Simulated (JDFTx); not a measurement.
Cd under changes of volume

One of the cells (22.724 Å³/atom); the others are scaled copies at fixed shape and fractional positions:

```xyz
1
Lattice="-1.7843 1.7843 1.7843 1.7843 -1.7843 1.7843 1.7843 1.7843 -1.7843" Properties=species:S:1:pos:R:3 pbc="T T T"
Cd    0.0000    0.0000    0.0000
```

This isn't the form of Cd at room conditions, which is hcp.

| Property | Result |
| --- | --- |
| Program | JDFTx 1.7.0 (patched build) |
| Functional | PBE |
| Potentials or basis | PseudoDojo-SR-PBE-0.5-standard with smoothed tails |
| Cutoff | 1388 eV |
| Density cutoff | 5551 eV |
| k mesh | 10 × 10 × 10 |
| Occupations | fermi-dirac, width 0.05 eV |
| Spin | no spin polarisation |

```csv
volume (Å³/atom),energy over the lowest point (meV/atom),pressure (GPa)
21.360,25.50,4.2
21.815,15.28,3.1
22.269,?,?
22.724,3.41,1.2
23.178,0.74,0.5
23.633,0.00,-0.2
24.087,1.09,-0.8
```

Problem. What does the run at 22.269 Å³/atom give?

Solution. Energy over the lowest point 8.11 meV/atom; pressure 2.0 GPa.

Worked out: A Birch-Murnaghan fit of order 3 (a polynomial in V^(-2/3)) to the other rows has its minimum at 23.58 Å³/atom with B0 = V·E''(V) = 31 GPa and B' = 6.1. It gives 8.09 meV/atom at 22.269 Å³/atom, against the run's 8.11, and -dE/dV = 2.1 GPa, against 2.0.

Energies are extrapolated to zero smearing.
